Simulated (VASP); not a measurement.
**HfS2: relaxation of shape and atoms at fixed volume with PBE**

The system is HfS2.

```xyz
3
Lattice="3.6164 0.0000 0.0000 -1.8082 3.1319 0.0000 0.0000 0.0000 6.3428" Properties=species:S:1:pos:R:3 pbc="T T T"
Hf    0.0000    0.0000    0.0000
S     1.8082    1.0440    4.9119
S     0.0000    2.0879    1.4309
```

The cell is a database's computed one.

The cell isn't the ideal one: a relaxed cell with its volume scaled by 0.98.

| Property | Result |
| --- | --- |
| Program | VASP 6.6.1 |
| Task | relaxation of shape and atoms at fixed volume |
| Functional | PBE |
| Potentials or basis | VASP PAW PBE potentials, release 64 (Hf, S) |
| Cutoff | 300 eV |
| k mesh | 5 × 5 × 3 |
| Occupations | gaussian, width 0.03 eV |
| Spin | no spin polarisation |
| Further INCAR settings | ALGO = Fast; EDIFF = 1e-07; IBRION = 2; EDIFFG = -0.01; NSW = 40; ISIF = 4 |

The energy gained by relaxing is 2.6 meV/atom, the ionic steps are 6 and the pressure after relaxing is 0.2 GPa. The band gap on the k mesh is 1.25 eV, indirect (least direct gap 2.01 eV).

Forces on the atoms (eV/Å):
```
Hf   0.000  0.000  0.000
S    0.000  0.000 -0.003
S    0.000  0.000  0.003
```

Step by step:
| step | energy change (eV) | largest force (eV/Å) | pressure (GPa) |
| --- | --- | --- | --- |
| 1 | 0.0000 | 0.2649 | 1.99 |
| 2 | -0.0052 | 0.1154 | 1.22 |
| 3 | -0.0067 | 0.0341 | 0.45 |
| 4 | -0.0067 | 0.0221 | 0.52 |
| 5 | -0.0077 | 0.0069 | 0.35 |
| 6 | -0.0079 | 0.0025 | 0.23 |

Final structure:
```yaml
crystal:
  lattice:
    - [3.63671, 0.00000, 0.00000]
    - [-1.81836, 3.14948, 0.00000]
    - [0.00000, 0.00000, 6.27199]
  atoms:
    - { symbol: Hf, position: [0.00000, 0.00000, 0.00000] }
    - { symbol: S, position: [0.66667, 0.33333, 0.77010] }
    - { symbol: S, position: [0.33333, 0.66667, 0.22990] }
```

Levels at points of the mesh, in eV from the valence-band top:
```tsv
k point	band 5	band 6	band 7	band 8	band 9	band 10	band 11	band 12
(0.00, 0.00, 0.00)	-2.65	-0.20	0.00	0.00	2.03	2.03	2.65	5.46
```

Run time: 19 s on 1 thread of Intel(R) Xeon(R) Platinum 8488C (Sapphire Rapids) (shared host), peak memory 0.13 GiB.

Caveat: the cutoff is under 1.25 times the usual one of these potentials, so pressure, stress and relaxed cells hold a basis-set (Pulay) error; spin-orbit coupling is left out, which moves the levels of the heavy elements; an odd mesh through Γ misses points on the zone boundary, where band edges often lie; this functional lacks dispersion, which binds the layers, so the pressure and a relaxed spacing across them are unreliable.
